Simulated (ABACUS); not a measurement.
Mg under changes of volume

One of the cells (22.607 Å³/atom); the others are scaled copies at fixed shape and fractional positions:

```
CELL_PARAMETERS angstrom
0.00000 2.24426 2.24426
2.24426 0.00000 2.24426
2.24426 2.24426 0.00000
ATOMIC_POSITIONS crystal
Mg 0.00000 0.00000 0.00000
```

This isn't the form of Mg at room conditions, which is hcp.

```yaml
Program: ABACUS 3.10.1
Functional: PBE
Potentials_or_basis: PseudoDojo NC SR 0.4.1 PBE standard
Cutoff: 1143 eV
Density_cutoff: 4572 eV
Basis: plane waves
k_mesh: 10 × 10 × 10
Occupations: fermi-dirac, width 0.05 eV
Spin: no spin polarisation
```

```csv
volume (Å³/atom),energy over the lowest point (meV/atom),pressure (GPa)
21.251,?,?
21.703,11.01,2.6
22.155,4.97,1.7
22.607,1.37,0.9
23.059,0.00,0.1
23.512,0.64,-0.5
23.964,3.11,-1.2
```

What does the run at 21.251 Å³/atom give?

Energy over the lowest point 19.73 meV/atom; pressure 3.6 GPa.

Worked out: A Birch-Murnaghan fit of order 3 (a polynomial in V^(-2/3)) to the other rows has its minimum at 23.14 Å³/atom with B0 = V·E''(V) = 36 GPa and B' = 4.0. It gives 19.75 meV/atom at 21.251 Å³/atom, against the run's 19.73, and -dE/dV = 3.6 GPa, against 3.6.

Energies are extrapolated to zero smearing.
